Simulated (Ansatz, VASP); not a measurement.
**InAs: VASP beside Ansatz**

INCAR

```
SYSTEM = InAs
PREC = Accurate
ENCUT = 520
EDIFF = 1E-6
ISMEAR = 0
SIGMA = 0.15
LREAL = .False.
LASPH = .True.
NELM = 100
ALGO = Normal
ISIF = 2
LWAVE = .False.
LCHARG = .True.
GGA = PS
LELF = .True.
LVHAR = .True.
NBANDS = 16
```

Contents of KPOINTS:

```
Automatic mesh
0
Gamma
  14 14 14
  0 0 0
```

File POSCAR:

```
InAs
1.0
    0.0000000000      2.7820800000      3.2659200000
    2.7820800000      0.0000000000      3.2659200000
    2.7820800000      2.7820800000      0.0000000000
In As
1 1
Direct
    0.0000000000      0.0000000000      0.0000000000
    0.7500000000      0.7500000000      0.7500000000
```

Input for Ansatz:

```yaml
crystal:
  lattice:
    - [0.0, 2.78208, 3.26592]
    - [2.78208, 0.0, 3.26592]
    - [2.78208, 2.78208, 0.0]
  atoms:
    - { symbol: In, position: [0.0, 0.0, 0.0] }
    - { symbol: As, position: [0.75, 0.75, 0.75] }
basis:
  ecutwfc: 420
kpoints:
  mp_grid: { grid: [14, 14, 14] }
hamiltonian:
  xc: pbesol
scf:
  occupations: { method: gaussian, width: 0.15 }
output:
  forces: true
  stress: true
  eigenvalues: true
```

Change from the starting cell: strain -0.080 along x and y, +0.080 along z, atoms carried along.

Alike in both runs: task single point; functional PBEsol; k mesh 14 × 14 × 14; occupations gaussian, width 0.15 eV; no spin polarisation.

```csv
,VASP,Ansatz
version,VASP 6.6.1,Ansatz 0.2.0
potentials or method,"VASP PAW PBE potentials, release 64 (In_d, As)","scalar-relativistic, plane waves, PAW"
plane-wave cutoff (eV),520,420
valence electrons in the cell,18,28
```

Ansatz gave:

| Property | Result |
| --- | --- |
| gap on the k mesh at the Fermi level (eV) | none |
| pressure (GPa) | 7.2 |
| largest component of the traceless stress (GPa) | 4.79 |

What did VASP give for the same quantities?

gap on the k mesh at the Fermi level (eV): none; pressure (GPa): 7.3; largest component of the traceless stress (GPa): 4.78.

A gap of «none» marks a metal or a gap that the smearing closes. The two sets of potentials don't hold the same shells in valence.

Caveats: the PAW data sets were made with another functional, which shifts forces and pressure a little (VASP).
